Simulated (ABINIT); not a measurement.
Wanted: the native input for an ABINIT 10.8.3 (patched build) run.

| Quantity | Value |
| --- | --- |
| Task | single point |
| Functional | PBEsol |
| Potentials or basis | PseudoDojo NC SR PBEsol v0.4.1 standard |
| Cutoff | 1116 eV |
| k mesh | 8 × 8 × 8 |
| Occupations | fermi-dirac, width 0.05 eV |
| Spin | no spin polarisation |

InPd:

```xyz
2
Lattice="3.2719 0.0000 0.0000 0.0000 3.2719 0.0000 0.0000 0.0000 3.2719" Properties=species:S:1:pos:R:3 pbc="T T T"
In    0.0000    0.0000    0.0000
Pd    1.6359    1.6359    1.6359
```

The cell comes from a database or a generator and needn't be the stable form of this composition.

One way to write it, as run:

run.abi

```
# Pseudopotentials
pp_dirpath "./"
pseudos "In.upf, Pd.upf"

# Structure
acell 6.1829661455 6.1829661455 6.1829661455
rprim
     1.0000000000     0.0000000000     0.0000000000
     0.0000000000     1.0000000000     0.0000000000
     0.0000000000     0.0000000000     1.0000000000
ntypat 2
znucl 49 46
natom 2
typat 1 2
xcart
     0.0000000000     0.0000000000     0.0000000000
     1.6359423900     1.6359423900     1.6359423900 Angstrom

# Plane-wave basis
ecut 41.0

# k points
kptopt 1
ngkpt 8 8 8
nshiftk 1
shiftk 0.0 0.0 0.0

# Exchange and correlation
ixc -116133

# Bands and occupations
nband 20
occopt 3
tsmear 0.05 eV

# SCF cycle
nstep 100
tolvrs 1.0e-10

# Output
iomode 3
prtwf 0
prtden 0
prteig 0
prtebands 0
```

Potentials or basis: PseudoDojo NC SR PBEsol v0.4.1 standard.

The run is started by

```sh
$ abinit run.abi > log 2>&1
```

It gave:

```json
{
  "Pressure": "-2.8 GPa",
  "Band gap on the k mesh": "none (metal or under the smearing width)",
  "Valence electrons inside the program's atomic spheres": "In 9.88; Pd 15.31"
}
```

Wall time 34 s on 1 thread of AMD EPYC 9R45 96-Core Processor (Zen 5) (shared host), peak memory 0.09 GiB.
